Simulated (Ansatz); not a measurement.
Zr under changes of volume

One of the cells (23.281 Å³/atom); the others are scaled copies at fixed shape and fractional positions:

```
Zr
1.0
     3.23200    0.00000    0.00000
    -1.61600    2.79899    0.00000
     0.00000    0.00000    5.14700
Zr
2
Direct
  0.66667 0.33333 0.75000
  0.33333 0.66667 0.25000
```

```yaml
Program: Ansatz 0.2.0
Functional: HSE06
Potentials_or_basis: Ansatz PAW
Cutoff: "420 eV (not typed: the program's choice for these potentials)"
k_mesh: 6 × 6 × 4
Occupations: fermi-dirac, width 0.05 eV
Spin: no spin polarisation
```

| volume (Å³/atom) | energy over the lowest point (meV/atom) | pressure (GPa) |
| --- | --- | --- |
| 21.884 | 31.71 | 7.3 |
| 22.350 | 14.51 | 4.9 |
| 22.815 | ? | ? |
| 23.281 | 0.00 | 0.6 |
| 23.746 | 1.29 | -1.2 |
| 24.212 | 7.48 | -2.9 |
| 24.678 | 18.27 | -4.4 |

Task: What does the run at 22.815 Å³/atom give?

Result: Energy over the lowest point 4.17 meV/atom; pressure 2.6 GPa.

Worked out: A Birch-Murnaghan fit of order 3 (a polynomial in V^(-2/3)) to the other rows has its minimum at 23.40 Å³/atom with B0 = V·E''(V) = 93 GPa and B' = 4.3 at fixed shape and positions, which overstates the stiffness. It gives 4.20 meV/atom at 22.815 Å³/atom, against the run's 4.17, and -dE/dV = 2.5 GPa, against 2.6.

Energies are extrapolated to zero smearing.

Caveats: all runs use coarse meshes; the PAW data sets come from PBE, with cores solved anew for the run's functional, which leaves a small shift of forces and pressure; the thresholds are loose for stress.
